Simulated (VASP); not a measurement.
Runs of VASP 6.6.1 on GaAs. The structure is cubic, space group F-43m (No. 216). Conventional cell: a = 5.654 Å, b = 5.654 Å, c = 5.654 Å, α = 90.00°, β = 90.00°, γ = 90.00°. Ga (site symmetry -43m) has 4 As at 2.45 Å as nearest neighbours. As (site symmetry -43m) is surrounded by 4 Ga at 2.45 Å. 

```csv
level,potentials or basis,spin,k mesh,cutoff (eV),grid for exact exchange (PRECFOCK),screening parameter,mesh quality,gap on the mesh (eV),pressure (GPa)
HSE06,"VASP PAW PBE potentials, release 64 (Ga_d, As)",off,5 × 5 × 5,520,Fast,0.2 1/A,not flagged,1.45,1.0
r2SCAN,"VASP PAW PBE potentials, release 64 (Ga_d, As)",off,7 × 7 × 7,520,-,-,not flagged,1.00,0.6
PBEsol,"VASP PAW PBE potentials, release 64 (Ga_d, As)","SOC, no magnetisation",7 × 7 × 7,520,-,-,not flagged,-,0.3
LDA,"VASP PAW LDA potentials, release 64 (Ga_d, As)",off,4 × 4 × 4,300,-,-,coarse,(a),-
LDA,"VASP PAW LDA potentials, release 64 (Ga_d, As)",off,7 × 7 × 7,520,-,-,not flagged,0.33,(c)
PBEsol,"VASP PAW PBE potentials, release 64 (Ga_d, As)",off,7 × 7 × 7,520,-,-,not flagged,0.45,0.3
PBE,"VASP PAW PBE potentials, release 64 (Ga_d, As)",off,7 × 7 × 7,520,-,-,not flagged,(b),3.4
```

Alike in all rows: task single point; cell as given; smearing fermi-dirac 0.02 eV.

Q: Estimate the missing entries.

A: (a) 0.31; (b) 0.52; (c) -1.6.

Caveats: some runs use coarse meshes; the PAW data sets were made with another functional, which shifts forces and pressure a little (some runs); an odd mesh through Γ misses points on the zone boundary, where band edges often lie (some runs); the cutoff is under 1.25 times the usual one of these potentials, so pressure, stress and relaxed cells hold a basis-set (Pulay) error (some runs).

A k mesh can miss the band edges, and rows without SOC leave out spin-orbit coupling on As, Ga.
